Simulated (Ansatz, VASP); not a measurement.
# SrO in two plane-wave programs, part 2 of 2

One calculation is typed for both programs; each brings its own data sets and cutoff. How far apart do they land? The cell is taken from a series of VASP runs on this material, whose earlier steps may have relaxed, scaled or displaced it; both programs get it as it stands.

VASP 6.6.1 and Ansatz 0.2.0.

So far: Starting point; Ansatz: band structure, HSE06; VASP: band structure, HSE06.

### 4. Side by side

Known differences besides the potentials themselves: exact exchange at q = 0 is treated differently, which shows on coarse meshes; VASP keeps PBE cores, Ansatz makes them for the functional; the cutoff is 420 eV in Ansatz and 460 eV in VASP; VASP takes a coarser grid for exact exchange (PRECFOCK = Fast). Total energies have different zeros and are not compared.

Compared:

| quantity | Ansatz | VASP | difference |
| --- | --- | --- | --- |
| gap over the path points (eV) | 4.817 | 4.768 | +0.050 |

Levels at points of the path, from each program's valence-band top (eV; 3 filled, then empty):

| k (reciprocal lattice) | Ansatz | VASP |
| --- | --- | --- |
| 0.000 0.000 0.000 | 0.00 0.00 0.00 5.43 7.92 7.92 | 0.00 0.00 0.00 5.40 7.87 7.87 |
| 0.500 0.000 0.500 | -0.47 -0.10 -0.10 4.82 9.54 12.03 | -0.50 -0.11 -0.11 4.77 9.50 11.99 |
| 0.500 0.222 0.722 | -1.14 -0.47 -0.42 7.14 8.18 10.40 | -1.16 -0.50 -0.45 7.12 8.16 10.35 |
| 0.403 0.347 0.750 | -1.00 -0.56 -0.49 6.43 9.43 10.51 | -1.02 -0.58 -0.53 6.40 9.41 10.46 |
| 0.125 0.125 0.250 | -1.02 -0.57 -0.16 6.95 7.43 8.49 | -1.03 -0.58 -0.16 6.92 7.39 8.44 |
| 0.278 0.278 0.278 | -1.46 -0.72 -0.72 7.69 8.08 9.34 | -1.48 -0.74 -0.74 7.66 8.06 9.30 |
| 0.556 0.389 0.556 | -1.81 -1.00 -0.91 8.02 8.88 10.99 | -1.84 -1.03 -0.94 7.99 8.86 10.95 |
| 0.583 0.250 0.667 | -1.03 -0.53 -0.49 6.52 9.23 10.49 | -1.05 -0.56 -0.52 6.48 9.21 10.44 |
| 0.500 0.306 0.694 | -1.25 -0.56 -0.53 7.75 7.79 10.59 | -1.27 -0.59 -0.56 7.72 7.77 10.54 |
| 0.486 0.486 0.528 | -2.19 -1.14 -1.14 8.25 9.72 10.74 | -2.22 -1.17 -1.16 8.21 9.73 10.68 |

Among the levels compared at these points, filled levels agree within 35 meV and empty ones within 55 meV.

### 5. Ansatz: band structure, HSE06, spin-orbit coupling

The same path points are solved in both programs, so levels can be compared one by one.

The cell is taken from a series of VASP runs on this material, whose earlier steps may have relaxed, scaled or displaced it; both programs get it as it stands.

input.yaml reads:

```yaml
crystal:
  lattice:
    - [0.0, 2.58066, 2.58066]
    - [2.58066, 0.0, 2.58066]
    - [2.58066, 2.58066, 0.0]
  atoms:
    - { symbol: Sr, position: [0.0, 0.0, 0.0] }
    - { symbol: O, position: [0.5, 0.5, 0.5] }
hamiltonian:
  xc: { exchange: pbe, correlation: pbe, exx: { coeff: 0.25, omega: 0.2 } }
  pseudopotentials: { kind: paw_fr }
magnetization:
  noncollinear: true
  spin_orbit: true
kpoints:
  mp_grid: { grid: [5, 5, 5] }
  band_path:
    path:
      - [0.0, 0.0, 0.0]
      - [0.5, 0.0, 0.5]
      - [0.5, 0.22222, 0.72222]
      - [0.40278, 0.34722, 0.75]
      - [0.125, 0.125, 0.25]
      - [0.27778, 0.27778, 0.27778]
      - [0.55556, 0.38889, 0.55556]
      - [0.58333, 0.25, 0.66667]
      - [0.5, 0.30556, 0.69444]
      - [0.48611, 0.48611, 0.52778]
      - [0.625, 0.25, 0.625]
      - [0.5, 0.0, 0.5]
    npoints: 1
scf:
  occupations: { method: gaussian, width: 0.03 }
  n_extra_bands: 14
output:
  forces: true
  stress: true
  eigenvalues: true
  write_density: true
  write_potential: true
  elf: true
  volumetric_format: npy
```

Command:

```
ansatz run input.yaml --threads 4 --pin off --max-ram 9216MiB --backend cpu --events-out ev --progress --plain --runs-dir out
```

Numbers of over 12 decimals in the logs are rounded to 6 here.

The program printed:

```text
[...]
non-collinear run that drives no moment, with spin-orbit: no starting moment large enough to seed its density (crystal.atoms[].spin), no starting occupations that ask for one, no magnetisation constraint and no magnetic field, so the semilocal B_xc is pinned to zero
Crystal: 2 atoms, lattice volume = 34.373 Å³
[...]
k-point 0: bands = [... 12 lower, 6.7610, 6.7610, 6.7610, 6.7610, 12.1642, 12.1642, 14.6490, 14.6490, ... 10 higher]
  k-point 1: bands = [... 12 lower, 6.2758, 6.2758, 6.3129, 6.3129, 13.7483, 13.7483, 14.3838, 14.3838, ... 10 higher]
  k-point 2: bands = [... 12 lower, 5.6686, 5.6686, 5.6917, 5.6917, 14.8062, 14.8062, 16.2020, 16.2020, ... 10 higher]
  k-point 9: bands = [... 12 lower, 6.0092, 6.0092, 6.3404, 6.3404, 13.6359, 13.6359, 15.4363, 15.4363, ... 10 higher]
[key lines of the parts left out:]
Magnetization: |M| = 0.0000 μB,  M = (+0.0000, +0.0000, +0.0000) μB
Free energy (F): -4116.109558 eV
Fermi energy:    9.254012 eV
P = ⅓ Tr σ = -0.4136 GPa (-4.136 kbar)
```

It took 33 s on 4 threads of Intel Xeon Platinum 8488C (Sapphire Rapids), shared host; peak memory 0.87 GiB.

### 6. VASP: band structure, HSE06, spin-orbit coupling

The same cell, functional, mesh and smearing now go to VASP, with its own data sets and cutoff.

The run reads the wave functions of an earlier VASP run, which isn't shown here.

INCAR reads:

```
SYSTEM = SrO
PREC = Accurate
ENCUT = 460
EDIFF = 1E-06
NELM = 100
ISMEAR = 0
SIGMA = 0.03
LREAL = .FALSE.
ALGO = Normal
LHFCALC = .TRUE.
AEXX = 0.25
GGA = PE
HFSCREEN = 0.2
LASPH = .TRUE.
LNONCOLLINEAR = .TRUE.
MAGMOM = 0 0 0 0 0 0
NBANDS = 28
GGA_COMPAT = .FALSE.
LSORBIT = .TRUE.
PRECFOCK = Fast
LORBIT = 11
LWAVE = .FALSE.
LCHARG = .FALSE.
KPAR = 4
```

POSCAR reads:

```
SrO
1.0
    0.0000000000      2.5806600000      2.5806600000
    2.5806600000      0.0000000000      2.5806600000
    2.5806600000      2.5806600000      0.0000000000
Sr O
1 1
Direct
    0.0000000000      0.0000000000      0.0000000000
    0.5000000000      0.5000000000      0.5000000000
```

KPOINTS reads:

```
Automatic mesh
0
Gamma
5 5 5
0 0 0
```

KPOINTS_OPT reads:

```
Line mode
10
Line-mode
Reciprocal
  0.00000000   0.00000000   0.00000000 GAMMA
  0.50000000   0.00000000   0.50000000 X

  0.50000000   0.00000000   0.50000000 X
  0.50000000   0.25000000   0.75000000 W

  0.50000000   0.25000000   0.75000000 W
  0.37500000   0.37500000   0.75000000 K

  0.37500000   0.37500000   0.75000000 K
  0.00000000   0.00000000   0.00000000 GAMMA

  0.00000000   0.00000000   0.00000000 GAMMA
  0.50000000   0.50000000   0.50000000 L

  0.50000000   0.50000000   0.50000000 L
  0.62500000   0.25000000   0.62500000 U

  0.62500000   0.25000000   0.62500000 U
  0.50000000   0.25000000   0.75000000 W

  0.50000000   0.25000000   0.75000000 W
  0.50000000   0.50000000   0.50000000 L

  0.50000000   0.50000000   0.50000000 L
  0.37500000   0.37500000   0.75000000 K

  0.62500000   0.25000000   0.62500000 U
  0.50000000   0.00000000   0.50000000 X
```

The projector-augmented-wave data sets are Sr_sv and O (PBE family, release 64).

Command:

```
mpirun -np 4 vasp_ncl
```

The program printed:

```text
[... set-up lines as in an earlier step ...]
 entering main loop
       N       E                     dE             d eps       ncg     rms          rms(c)
DAV:   1    -0.143205540205E+02   -0.14321E+02   -0.45607E-01   576   0.935E+00    0.509E+00
DAV:   2    -0.142915718443E+02    0.28982E-01   -0.95070E-02   636   0.304E+00    0.251E+00
DAV:   3    -0.142948226834E+02   -0.32508E-02   -0.18579E-02   620   0.118E+00    0.119E+00
DAV:   4    -0.142939237856E+02    0.89890E-03   -0.13689E-03   588   0.395E-01    0.745E-01
DAV:   5    -0.142937888732E+02    0.13491E-03   -0.95259E-04   588   0.270E-01    0.550E-01
DAV:   6    -0.142937319431E+02    0.56930E-04   -0.55378E-05   624   0.892E-02    0.326E-01
DAV:   7    -0.142937162883E+02    0.15655E-04   -0.32338E-05   632   0.599E-02    0.186E-01
DAV:   8    -0.142937153766E+02    0.91165E-06   -0.66693E-06   596   0.286E-02
   1 F= -.14293715E+02 E0= -.14293715E+02  d E =-.664936E-12  mag=    -0.0000     0.0000    -0.0000
 Start KPOINTS_OPT (optional k-point list driver)
k-point batch [1-10\100]
       N       E                     dE             ncg
DAV:   1    -0.822650156229E+03   -0.32858E+04      560
DAV:   2    -0.177177662512E+04   -0.94913E+03      668
DAV:   3    -0.184808047741E+04   -0.76304E+02      844
DAV:   4    -0.185041316535E+04   -0.23327E+01      700
DAV:   5    -0.185047226834E+04   -0.59103E-01      820
DAV:   6    -0.185047328794E+04   -0.10196E-02      752
DAV:   7    -0.185047330429E+04   -0.16347E-04      756
DAV:   8    -0.185047330482E+04   -0.53229E-06      412
[...]
k-point batch [91-100\100]
       N       E                     dE             ncg
DAV:   1    -0.899492095303E+03   -0.65720E+04      560
DAV:   2    -0.179930551477E+04   -0.89981E+03      684
DAV:   3    -0.186946631956E+04   -0.70161E+02      880
DAV:   4    -0.187160372940E+04   -0.21374E+01      800
DAV:   5    -0.187166760964E+04   -0.63880E-01      896
DAV:   6    -0.187166858691E+04   -0.97728E-03      808
DAV:   7    -0.187166859891E+04   -0.11998E-04      792
DAV:   8    -0.187166859917E+04   -0.25661E-06      552
```

From OUTCAR (step 6):

```text
 POSITION                                       TOTAL-FORCE (eV/Angst)
 -----------------------------------------------------------------------------------
      0.00000      0.00000      0.00000         0.000000      0.000000      0.000000
      2.58066      2.58066      2.58066         0.000000      0.000000      0.000000
 -----------------------------------------------------------------------------------
    total drift:                               -0.000000      0.000000      0.000000

  FREE ENERGIE OF THE ION-ELECTRON SYSTEM (eV)
  ---------------------------------------------------
  free  energy   TOTEN  =       -14.2937153766 eV

  energy  without entropy=      -14.2937153766  energy(sigma->0) =      -14.29371538

 magnetization (x)
# of ion       s       p       d       tot
------------------------------------------
    1        0.000   0.000   0.000   0.000
    2        0.000  -0.000   0.000   0.000
--------------------------------------------------
tot          0.000   0.000   0.000   0.000

 magnetization (y)
# of ion       s       p       d       tot
------------------------------------------
    1        0.000   0.000   0.000   0.000
    2       -0.000   0.000   0.000  -0.000
--------------------------------------------------
tot          0.000   0.000   0.000   0.000

 magnetization (z)
# of ion       s       p       d       tot
------------------------------------------
    1        0.000   0.000   0.000   0.000
    2       -0.000   0.000   0.000  -0.000
--------------------------------------------------
tot          0.000   0.000   0.000   0.000

[... 1 part as in an earlier step ...]

[... 2 further parts left out ...]
[key lines of the parts left out:]
E-fermi :   0.6915
```

### 7. Comparison

What differs besides the data sets and the points named for the pairs above, as far as they apply: spin-orbit coupling enters by fully relativistic files in Ansatz and inside the spheres in VASP. Total energies have different zeros and are not compared.

Both answers:

| quantity | Ansatz | VASP | difference |
| --- | --- | --- | --- |
| gap over the path points (eV) | 4.793 | 4.743 | +0.050 |

Levels at points of the path, from each program's valence-band top (eV; 6 filled, then empty):

| k (reciprocal lattice) | Ansatz | VASP |
| --- | --- | --- |
| 0.000 0.000 0.000 | -0.07 -0.07 0.00 0.00 0.00 0.00 5.40 5.40 7.89 7.89 7.89 7.89 | -0.08 -0.08 0.00 0.00 0.00 0.00 5.38 5.38 7.83 7.83 7.83 7.83 |
| 0.500 0.000 0.500 | -0.50 -0.50 -0.16 -0.16 -0.08 -0.08 4.79 4.79 9.52 9.52 12.01 12.01 | -0.54 -0.54 -0.17 -0.17 -0.09 -0.09 4.74 4.74 9.47 9.47 11.97 11.97 |
| 0.500 0.222 0.722 | -1.16 -1.16 -0.51 -0.51 -0.42 -0.42 7.12 7.12 8.16 8.16 10.37 10.37 | -1.18 -1.18 -0.54 -0.54 -0.45 -0.45 7.09 7.09 8.13 8.13 10.32 10.32 |
| 0.403 0.347 0.750 | -1.03 -1.03 -0.59 -0.59 -0.51 -0.51 6.41 6.41 9.41 9.41 10.49 10.49 | -1.05 -1.05 -0.61 -0.61 -0.54 -0.54 6.37 6.37 9.39 9.39 10.44 10.44 |
| 0.125 0.125 0.250 | -1.04 -1.04 -0.59 -0.59 -0.18 -0.18 6.93 6.93 7.40 7.40 8.46 8.46 | -1.06 -1.06 -0.60 -0.60 -0.19 -0.19 6.90 6.90 7.37 7.37 8.42 8.42 |
| 0.278 0.278 0.278 | -1.48 -1.48 -0.76 -0.76 -0.73 -0.73 7.67 7.67 8.06 8.06 9.31 9.31 | -1.50 -1.50 -0.78 -0.78 -0.75 -0.75 7.64 7.64 8.04 8.04 9.26 9.26 |
| 0.556 0.389 0.556 | -1.83 -1.83 -1.03 -1.03 -0.94 -0.94 8.00 8.00 8.85 8.85 10.97 10.97 | -1.86 -1.86 -1.05 -1.05 -0.96 -0.96 7.96 7.96 8.83 8.83 10.92 10.92 |
| 0.583 0.250 0.667 | -1.06 -1.06 -0.57 -0.57 -0.50 -0.50 6.49 6.49 9.21 9.21 10.47 10.47 | -1.08 -1.08 -0.60 -0.60 -0.53 -0.53 6.46 6.46 9.19 9.19 10.42 10.42 |
| 0.500 0.306 0.694 | -1.28 -1.28 -0.61 -0.61 -0.53 -0.53 7.73 7.73 7.77 7.77 10.57 10.57 | -1.30 -1.30 -0.64 -0.64 -0.56 -0.56 7.70 7.70 7.74 7.74 10.52 10.52 |
| 0.486 0.486 0.528 | -2.21 -2.21 -1.17 -1.17 -1.15 -1.15 8.23 8.23 9.70 9.70 10.71 10.71 | -2.24 -2.24 -1.20 -1.20 -1.18 -1.18 8.19 8.19 9.71 9.71 10.66 10.66 |

Among the levels compared at these points, filled levels agree within 34 meV and empty ones within 56 meV.

### 8. Results

| Property | Result |
| --- | --- |
| difference in gap over the path points (band structure, HSE06) | 0.050 eV |
| difference in gap over the path points (band structure, HSE06, spin-orbit coupling) | 0.050 eV |

**Reading.** The difference in gap over the path points is 0.050 eV (band structure, HSE06, spin-orbit coupling), within the 0.08 eV picked in this series as the mark of a large difference. How closely two codes agree says nothing of how well the functional describes the real material.

[Lines on the potential files, build, host, timing and source positions are cut from VASP's logs without a mark.]

[Logs are printed without paths, hosts, clocks, repeated set-up lines and the standing remarks that a program may print on its own settings, such as how far it seeks lower states.]

[Hosts, paths, dates, database ids (printed as entryN), source tags and the programs' standing remarks are cut or masked in the printed files.]
